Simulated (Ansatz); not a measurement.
CdTe (zincblende) (r2SCAN geometry), in Ansatz:

```
Cd Te
1.0
     0.00000    3.27996    3.27996
     3.27996    0.00000    3.27996
     3.27996    3.27996    0.00000
Cd Te
1 1
Cartesian
  0.0000 0.0000 0.0000
  1.6400 1.6400 1.6400
```

G0W0@PBE with 265 empty bands, a screening cutoff of 140 eV and a 4×4×4 mesh (PAW, contour deformation) gives 1.214 eV over the mesh points, from a PBE gap of 0.650 eV; it sums over 283 bands with 283 plane waves in the screening and a wave cutoff of 420 eV. G0W0 here is at a finite number of bands, screening cutoff and k mesh, not at the basis limit. The values are computed, spin-unpolarised, and not measurements.

**Question.** Estimate the gap with empty bands 114, screening cutoff 80 eV.

**Answer.** 1.217 eV (+0.003 eV), from a Kohn-Sham gap of 0.650 eV.

**Question.** Estimate the gap with starting point HSE06.

**Answer.** 1.763 eV (+0.549 eV), from a Kohn-Sham gap of 1.527 eV.

**Question.** Estimate the gap with frequency model Godby-Needs pole.

**Answer.** 1.311 eV (+0.097 eV), from a Kohn-Sham gap of 0.650 eV.

**Question.** Estimate the gap with potentials of the kind norm-conserving, with them a wave cutoff of 1120 eV.

**Answer.** 1.191 eV (-0.023 eV), from a Kohn-Sham gap of 0.647 eV.

No spin-orbit coupling is included; it can move band edges with weight on the heavy atoms by tenths of an eV.

With a shallow d shell on the cation, G0W0 converges slowly in bands and cutoff, so these values are in doubt.
